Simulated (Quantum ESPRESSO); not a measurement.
**SiC (Moissanite 3C): the LO frequency by hand**

Wanted: the LO mode of SiC (Moissanite 3C) from the TO mode and the field response.

Calculated with Quantum ESPRESSO 7.5; DFT LDA, scalar-relativistic, plane waves, PseudoDojo norm-conserving pseudopotentials.

### 1. The relaxed structure

Symmetry: F-43m, No. 216, cubic system. Conventional cell: a = 4.326 Å, b = 4.326 Å, c = 4.326 Å, α = 90.00°, β = 90.00°, γ = 90.00°. Nearest to Si lie 4 C at 1.87 Å. Nearest to C lie 4 Si at 1.87 Å. Farther neighbours are not listed.

As a file:

```cif
data_structure
_symmetry_space_group_name_H-M 'P 1'
_symmetry_Int_Tables_number 1
_cell_length_a 3.0587
_cell_length_b 3.0587
_cell_length_c 3.0587
_cell_angle_alpha 60.000
_cell_angle_beta 60.000
_cell_angle_gamma 60.000
_cell_volume 20.23
loop_
_atom_site_label
_atom_site_type_symbol
_atom_site_fract_x
_atom_site_fract_y
_atom_site_fract_z
_atom_site_occupancy
Si1 Si 0.00000 0.00000 0.00000 1
C2 C 0.25000 0.25000 0.25000 1
```

This is the cell after its relaxation at this level of theory, not the database cell from which that began.

### 2. What the response run gave

A linear-response run on the relaxed cell, with the response to an electric field; only its zone-centre results are used. Cutoff 82 Ry, k mesh 10×10×10.

What it wrote:

```text
[banners, grids, parts of the stress and lines that vanish by symmetry left out]
Program PHONON v.7.5
     Reading xml data from directory:

[...]
Exchange-correlation= PW
                           (   1   4   0   0   0   0   0)
[...]
kinetic-energy cut-off    =      82.0000  Ry
     charge density cut-off    =     328.0000  Ry
     convergence threshold     =      1.0E-18
[...]
Exchange-correlation= PW
                           (   1   4   0   0   0   0   0)
[...]
q = (   0.0000000   0.0000000   0.0000000 )
     25 Sym.Ops. (with q -> -q+G )
     G cutoff =  277.5696  (  13731 G-vectors)     FFT grid: ( 36, 36, 36)
     number of k points=    47
[...]
Mode symmetry, T_d (-43m)  point group:
[...]
Dielectric constant
[...]
End of electric fields calculation
          Dielectric constant in cartesian axis
          (       6.907789760      -0.000000000      -0.000000000 )
          (      -0.000000000       6.907789760      -0.000000000 )
          (      -0.000000000      -0.000000000       6.907789760 )
          Effective charges (d Force / dE) in cartesian axis without acoustic sum rule applied (asr)
           atom    1  Si    Mean Z*:        2.72025
      Ex  (        2.72025       -0.00000       -0.00000 )
      Ey  (       -0.00000        2.72025       -0.00000 )
      Ez  (        0.00000        0.00000        2.72025 )
           atom    2  C     Mean Z*:       -2.72762
      Ex  (       -2.72762       -0.00000       -0.00000 )
      Ey  (       -0.00000       -2.72762        0.00000 )
      Ez  (        0.00000       -0.00000       -2.72762 )
          Effective charges Sum: Mean:       -0.00737
[...]
Effective charges (d Force / dE) in cartesian axis with asr applied:
           atom    1  Si    Mean Z*:        2.72393
[...]
atom    2  C     Mean Z*:       -2.72393
[...]
Representation #   1 modes #   1   2   3
[...]
End of self-consistent calculation
     Convergence has been achieved
     Representation #   2 modes #   4   5   6
[...]
End of self-consistent calculation
     Convergence has been achieved
[...]
Dielectric constant in cartesian axis
          (       6.907789760      -0.000000000      -0.000000000 )
          (      -0.000000000       6.907789760      -0.000000000 )
          (      -0.000000000      -0.000000000       6.907789760 )
          Effective charges (d Force / dE) in cartesian axis without acoustic sum rule applied (asr)
           atom    1  Si    Mean Z*:        2.72025
      Ex  (        2.72025       -0.00000       -0.00000 )
      Ey  (       -0.00000        2.72025       -0.00000 )
      Ez  (        0.00000        0.00000        2.72025 )
           atom    2  C     Mean Z*:       -2.72762
      Ex  (       -2.72762       -0.00000       -0.00000 )
      Ey  (       -0.00000       -2.72762        0.00000 )
      Ez  (        0.00000       -0.00000       -2.72762 )
          Effective charges Sum: Mean:       -0.00737
[...]
Effective charges (d Force / dE) in cartesian axis with asr applied:
           atom    1  Si    Mean Z*:        2.72393
[...]
atom    2  C     Mean Z*:       -2.72393
[...]
q = (    0.000000000   0.000000000   0.000000000 )
[...]
freq (    1) =       0.020916 [THz] =       0.697667 [cm-1]
     freq (    2) =       0.020916 [THz] =       0.697667 [cm-1]
     freq (    3) =       0.020916 [THz] =       0.697667 [cm-1]
     freq (    4) =      23.927062 [THz] =     798.120885 [cm-1]
     freq (    5) =      23.927062 [THz] =     798.120885 [cm-1]
     freq (    6) =      23.927062 [THz] =     798.120885 [cm-1]
[...]
Mode symmetry, T_d (-43m)  point group:
     freq (   1-   3) =          0.7  [cm-1]   --> T_2  G_15 P_4   I+R
     freq (   4-   6) =        798.1  [cm-1]   --> T_2  G_15 P_4   I+R

   JOB DONE.
```

| quantity | value |
| --- | --- |
| cell volume Ω (Å³) | 20.234 |
| mass of Si (u) | 28.085 |
| mass of C (u) | 12.011 |
| Born charge of Si, raw (e) | 2.720 |
| Born charge of C, raw (e) | -2.728 |
| ε∞ | 6.908 |
| ω(TO) after the sum rule (cm⁻¹) | 798.1 |

### 3. The calculation

The charges must sum to zero over the cell; taking off their mean, -0.004 e, leaves Z* = 2.724 e on Si. In the polar mode Si moves against C, so the reduced mass is μ = 28.09 × 12.01 / 40.10 = 8.413 u.

A longitudinal wave builds up a field that adds to the restoring force: ω(LO)² = ω(TO)² + 4π Z*² / (μ Ω ε∞), in Hartree atomic units. With μ = 15336 electron masses and Ω = 136.54 bohr³ the second term is 6.4457e-06 Ha², or 310482 cm⁻² (1 Ha = 219474.6 cm⁻¹).

So ω(LO) = √(636996 + 310482) = 973.4 cm⁻¹, and by the Lyddane-Sachs-Teller relation ε₀ = ε∞ (ω(LO)/ω(TO))² = 10.27.

### 4. Check against the program

The analysis program adds the same non-analytic term to the full matrix, here for q along (1 0 0).

What it wrote:

```text
[banner, memory and clock lines left out]
Program DYNMAT v.7.5

     Reading Dynamical Matrix from file g.dyn
     ...Force constants read
     ...epsilon and Z* read

     Polarizability (A^3 units)
     multiply by 0.336784 for Clausius-Mossotti correction
         9.512402   -0.000000   -0.000000
        -0.000000    9.512402   -0.000000
        -0.000000   -0.000000    9.512402

     IR activities are in (D/A)^2/amu units

# mode   [cm-1]    [THz]      IR
    1     -0.00   -0.0000    0.0000
    2      0.00    0.0000    0.0000
    3      0.00    0.0000    0.0000
    4    798.12   23.9270   20.3474
    5    798.12   23.9270   20.3474
    6    973.39   29.1815   20.3474
```

ε₀ comes from the program's run without a direction of q.

| quantity | by hand | program |
| --- | --- | --- |
| ω(LO) (cm⁻¹) | 973.4 | 973.4 |
| ε₀ | 10.27 | 10.27 |

### 5. Summary of results

```yaml
to_mode: 798.1 cm⁻¹
lo_mode: 973.4 cm⁻¹
static_dielectric_constant: 10.27
```

**Reading.** The LO mode of SiC (Moissanite 3C) lies at 973 cm⁻¹, 175 cm⁻¹ above the TO mode; the formula meets the program within 0.1 cm⁻¹, as it must for a cubic crystal with one polar mode. ω(LO)² − ω(TO)² goes with Z*²/ε∞: an error of 5 % in ε∞ would move the LO mode by 7.6 cm⁻¹, and semilocal functionals tend to overestimate ε∞. These are harmonic values at zero temperature, at the volume of this functional, for the structure held cubic; stability elsewhere in the zone is no part of this calculation.

[Host names and launcher messages were left out of these logs when they were recorded.]

[Logs are printed without paths, hosts, clocks, repeated set-up lines and the standing remarks that a program may print on its own settings, such as how far it seeks lower states.]

[Hosts, paths, dates, database ids (printed as entryN), source tags and the programs' standing remarks are cut or masked in the printed files.]
